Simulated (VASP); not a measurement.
Write the native input for VASP 6.6.1 that does the following.

| Property | Result |
| --- | --- |
| Task | electrostatic potential |
| Functional | r2SCAN |
| Potentials or basis | VASP PAW PBE potentials, release 64 (Zr_sv, O) |
| Cutoff | 520 eV |
| k mesh | 10 × 10 × 10 |
| Occupations | gaussian, width 0.02 eV |
| Spin | no spin polarisation |
| Further INCAR settings | ALGO = Normal; EDIFF = 1e-06 |

The structure of ZrO2 lies in POSCAR:

```
ZrO2                                    
1.0
   -0.0000000000      2.5585688976      2.5585688976
    2.5585688976     -0.0000000000      2.5585688976
    2.5585688976      2.5585688976     -0.0000000000
  Zr              O             
     1     2
Direct
     0.0000000000000000    0.0000000000000000    0.0000000000000000
     0.2500000000000000    0.2500000000000000    0.2500000000000000
     0.7500000000000000    0.7500000000000000    0.7500000000000000
```

The cell was built by a generator and needn't be a form met in nature.

The input as run:

INCAR

```
PREC     = Accurate       # precision mode
ENCUT    = 520            # plane-wave cutoff, eV
EDIFF    = 1E-6           # SCF threshold, eV
ISMEAR   = 0              # smearing method
SIGMA    = 0.02           # smearing width, eV
LREAL    = F              # projectors in reciprocal space
LASPH    = T              # aspherical terms in the spheres
NELM     = 60             # most SCF steps
ALGO     = Normal         # electronic algorithm
ISIF     = 2              # what is computed and relaxed
LWAVE    = F              # write WAVECAR
LCHARG   = T              # write CHGCAR
METAGGA  = R2SCAN         # meta-GGA
LMIXTAU  = T            
LVHAR    = T
```

KPOINTS

```
regular mesh
0
Gamma
  10 10 10
```

Potentials or basis: VASP PAW PBE potentials, release 64 (Zr_sv, O).

Command:

```sh
$ cat potpaw_PBE.64/Zr_sv/POTCAR potpaw_PBE.64/O/POTCAR > POTCAR
$ mpirun -np 1 vasp_std > vasp.out
```

It gave:

```json
{"Pressure": "-3.7 GPa", "Band gap on the k mesh": "3.82 eV, indirect (least direct gap 4.21 eV)"}
```

Caveat: the PAW data sets were made with another functional, which shifts forces and pressure a little.

Wall time 62 s on 1 thread of Intel(R) Xeon(R) 6975P-C (Granite Rapids), with other jobs on the host, peak memory 0.17 GiB.
